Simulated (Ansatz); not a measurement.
Input file for Ansatz (a quantum-chemistry and plane-wave program):

Ansatz 0.2 input:
```yaml
crystal:
  lattice:
    - [0.0, 2.8787174288, 2.8787174288]
    - [2.8787174288, 0.0, 2.8787174288]
    - [2.8787174288, 2.8787174288, 0.0]
  atoms:
    - { symbol: Sr, position: [0.0, 0.0, 0.0] }
    - { symbol: F, position: [0.25, 0.25, 0.25] }
    - { symbol: F, position: [0.75, 0.75, 0.75] }
kpoints:
  mp_grid: { grid: [7, 7, 7] }
  band_path:
    path:
      - [[0.0, 0.0, 0.0], [0.5, 0.0, 0.5], [0.625, 0.25, 0.625]]  # Γ-X-U
      - [[0.375, 0.375, 0.75], [0.0, 0.0, 0.0], [0.5, 0.5, 0.5], [0.5, 0.25, 0.75], [0.5, 0.0, 0.5]]  # K-Γ-L-W-X
      - [VBM, CBM]
    npoints: 12
basis: { xc_grid: 2 }
hamiltonian:
  xc: pbesol
  pseudopotentials: { kind: paw }
magnetization: { noncollinear: true, spin_orbit: true }
scf:
  n_extra_bands: 12
  convergence: { dr2_threshold: 0.0000000001 }
  occupations: { method: gaussian, width: 0.01 }
checkpoint: { write: soc.run }
output: { eigenvalues: true }
```

Output (shortened):

```
Pseudopotential: Sr, paw_fr, valence charge 10
Pseudopotential: F, paw_fr, valence charge 7
Functional definition: PBEsol
non-collinear run that drives no moment, with spin-orbit …
Crystal: 3 atoms, lattice volume = 47.712 Å³
Basis set: ecut = 420 eV, 941 PW (Γ), exchange–correlation on 60×60×60 points (8 copies of the dense FFT grid, shifted against one another)
Bands: 36, of which v1, the nominal top of the filled ones, is band 24 counted from 1 (23 counted from 0)
Symmetry: 48 space group operations + 48 with time reversal
k-points: 20 of 343
Projection manifold: j_resolved (fully-relativistic pseudo-atomic orbitals)
SCF iter   1: F=—  HF=-5102.776300 eV  |F-HF|=—  |Δ(HF+E_count)|=         —  Δρ=1.46e-1  dr2=9.04e0  dr2_m=0.00e0 (ungated)  ethr=3.10e-3  |M|=0.00e0 ∫|m|=0.00e0 μB  |m|>n=0.0e0 m-floor=0.0e0 τ_xc=0.0e0  β_m=0.30  ⟨swp⟩=8.8  Hψ=2298  notcnv=0  defer=6
preconditioner: auto → none
SCF iter   2: F=—  HF=-5100.158381 eV  |F-HF|=—  |Δ(HF+E_count)|=    2.62e0  Δρ=3.07e-2  dr2=6.79e-1  dr2_m=0.00e0 (ungated)  ethr=3.10e-3  |M|=0.00e0 ∫|m|=0.00e0 μB  |m|>n=0.0e0 m-floor=0.0e0 τ_xc=0.0e0  β_m=0.32  ⟨swp⟩=3.2  Hψ=820  notcnv=0  defer=100
SCF iter   3: F=—  HF=-5099.982942 eV  |F-HF|=—  |Δ(HF+E_count)|=   1.75e-1  Δρ=1.67e-2  dr2=1.99e-1  dr2_m=0.00e0 (ungated)  ethr=2.83e-3  |M|=0.00e0 ∫|m|=0.00e0 μB  |m|>n=0.0e0 m-floor=0.0e0 τ_xc=0.0e0  β_m=0.49  ⟨swp⟩=3.2  Hψ=548  notcnv=0  defer=100
SCF iter   4: F=—  HF=-5099.967311 eV  |F-HF|=—  |Δ(HF+E_count)|=   1.56e-2  Δρ=4.75e-3  dr2=7.13e-3  dr2_m=0.00e0 (ungated)  ethr=8.31e-4  |M|=0.00e0 ∫|m|=0.00e0 μB  |m|>n=0.0e0 m-floor=0.0e0 τ_xc=0.0e0  β_m=0.68  ⟨swp⟩=3.0  Hψ=666  notcnv=0  defer=100
SCF iter   5: F=—  HF=-5099.973510 eV  |F-HF|=—  |Δ(HF+E_count)|=   6.20e-3  Δρ=7.19e-4  dr2=2.21e-4  dr2_m=0.00e0 (ungated)  ethr=2.97e-5  |M|=0.00e0 ∫|m|=0.00e0 μB  |m|>n=0.0e0 m-floor=0.0e0 τ_xc=0.0e0  β_m=0.78  ⟨swp⟩=3.1  Hψ=684  notcnv=0  defer=100
SCF iter   6: F=—  HF=-5099.973494 eV  |F-HF|=—  |Δ(HF+E_count)|=   1.62e-5  Δρ=7.26e-5  dr2=3.21e-6  dr2_m=0.00e0 (ungated)  ethr=9.20e-7  |M|=0.00e0 ∫|m|=0.00e0 μB  |m|>n=0.0e0 m-floor=0.0e0 τ_xc=0.0e0  β_m=0.89  ⟨swp⟩=2.0  Hψ=488  notcnv=0  defer=100
SCF iter   7: F=—  HF=-5099.973496 eV  |F-HF|=—  |Δ(HF+E_count)|=   2.54e-6  Δρ=2.62e-5  dr2=3.54e-7  dr2_m=0.00e0 (ungated)  ethr=1.34e-8  |M|=0.00e0 ∫|m|=0.00e0 μB  |m|>n=0.0e0 m-floor=0.0e0 τ_xc=0.0e0  β_m=0.85  ⟨swp⟩=2.1  Hψ=532  notcnv=0  defer=100
SCF iter   8: F=—  HF=-5099.973498 eV  |F-HF|=—  |Δ(HF+E_count)|=   1.92e-6  Δρ=6.53e-6  dr2=2.24e-8  dr2_m=0.00e0 (ungated)  ethr=1.48e-9  |M|=0.00e0 ∫|m|=0.00e0 μB  |m|>n=0.0e0 m-floor=0.0e0 τ_xc=0.0e0  β_m=0.92  ⟨swp⟩=2.5  Hψ=538  notcnv=0  defer=100
SCF iter  10: F=-5099.973498 eV  HF=-5099.973498 eV  |F-HF|=2.73e-12  |Δ(HF+E_count)|=  1.74e-10  Δρ=9.33e-8  dr2=2.75e-12  dr2_m=0.00e0 (ungated)  ethr=1.00e-12  |M|=0.00e0 ∫|m|=0.00e0 μB  |m|>n=0.0e0 m-floor=0.0e0 τ_xc=0.0e0  ⟨swp⟩=11.7  Hψ=1508  notcnv=0
SCF 1 converged in 10 iterations: F = -5099.973498 eV  dr2 = 2.75e-12
NSCF: frozen V_eff on 16 k-points
NSCF: frozen V_eff on 16 k-points
NSCF: frozen V_eff on 16 k-points
NSCF: frozen V_eff on 13 k-points
NSCF: frozen V_eff on 15 k-points
NSCF: frozen V_eff on 5 k-points
NSCF: frozen V_eff on 5 k-points
NSCF: frozen V_eff on 5 k-points
NSCF: frozen V_eff on 87 k-points
SCF converged after 10 iterations
Magnetization: |M| = 0.0000 μB,  M = (+0.0000, +0.0000, +0.0000) μB
Absolute magnetization: 0.0000 μB (∫|m|)
  site 0: m = (+0.0000, +0.0000, +0.0000) μB, |m| = 0.0000 μB  (R = 1.03 Å)
  site 1: m = (+0.0000, +0.0000, +0.0000) μB, |m| = 0.0000 μB  (R = 1.03 Å)
  site 2: m = (+0.0000, +0.0000, +0.0000) μB, |m| = 0.0000 μB  (R = 1.03 Å)
Free energy (F): -5099.973498 eV
Harris-Foulkes:  -5099.973498 eV  (|F-HF|=2.73e-12)
Internal energy: -5099.973498 eV  (E = F + TS)
E sigma→0 (E₀):  -5099.973498 eV
Fermi energy:    6.627017 eV
--- Per-component energies (eV) ---
  E_band       = -141.195638
  E_kinetic    = 660.072305
  E_local      = -1785.134036  (includes V_loc(G=0)·N_el)
  E_nonlocal   = 351.255460
  E_hartree    = 586.434826
  E_xc         = -330.774237
  E_vxc        = -366.783846  (∫ρ·V_xc dr)
  E_paw        = -3032.476558  (= ΣΔE_a)
  E_vpaw       = -173.479382  (= ΣTr[D̂ρ^β])
  E_aug_tail   = 0.004138  (compensation charges beyond the density's cutoff)
  E_ewald      = -1549.575181
  E_core_change = 0.219785  (= ΣΔE_core)
  E_smearing   =  0.000000  (= −TS)
  E_closure    =  0.000000  (closes the sum)
  Σ components = -5099.973498   (vs F -5099.973498, Δ=0.00e0)
  [band-id]    e_kinetic+e_local+e_nonlocal+2·e_hartree+e_vxc+e_vpaw+e_augmentation_tail = -141.195710   (vs E_band -141.195638, Δ=-7.20e-5)
--- Band table (eV; the first three rows and the last of 20) ---
  k-point 0: bands = ["-26.6957", "-26.6957", "-16.1035", "-16.1035", "-15.6765", "-15.6765", "-9.4136", "-9.4136", "-8.2637", "-8.2637", "-8.2637", "-8.2637", "1.3726", "1.3726", "1.4184", "1.4184", "1.4184", "1.4184", "3.0302", "3.0302", "3.1162", "3.1162", …
  k-point 1: bands = ["-26.6830", "-26.6830", "-16.1285", "-16.1285", "-15.7112", "-15.7112", "-9.4155", "-9.4155", "-8.2829", "-8.2829", "-8.2601", "-8.2601", "1.4765", "1.4765", "1.5119", "1.5119", "1.6033", "1.6033", "2.8780", "2.8780", "3.0079", "3.0079", …
  k-point 2: bands = ["-26.6541", "-26.6541", "-16.1644", "-16.1644", "-15.8120", "-15.8120", "-9.4192", "-9.4192", "-8.3254", "-8.3254", "-8.2432", "-8.2432", "1.6917", "1.6917", "1.7279", "1.7279", "2.0411", "2.0411", "2.5194", "2.5194", "2.8548", "2.8548", …
  k-point 19: bands = ["-26.6064", "-26.6064", "-16.1309", "-16.1309", "-16.0656", "-16.0656", "-9.4343", "-9.4343", "-8.3969", "-8.3969", "-8.1981", "-8.1981", "1.4673", "1.4673", "1.8959", "1.8959", "2.4668", "2.4668", "2.5704", "2.5704", "2.9756", …
```

Cost: about 40 core-seconds (a rough figure) on shared cores.

Space group Fm-3m (fluorite). The cell was relaxed with PBEsol under the symmetry of its start; of distortions, only those at the zone centre were tested.

Potentials: the later of the program's two PAW sets.

Ansatz is a plane-wave DFT program.
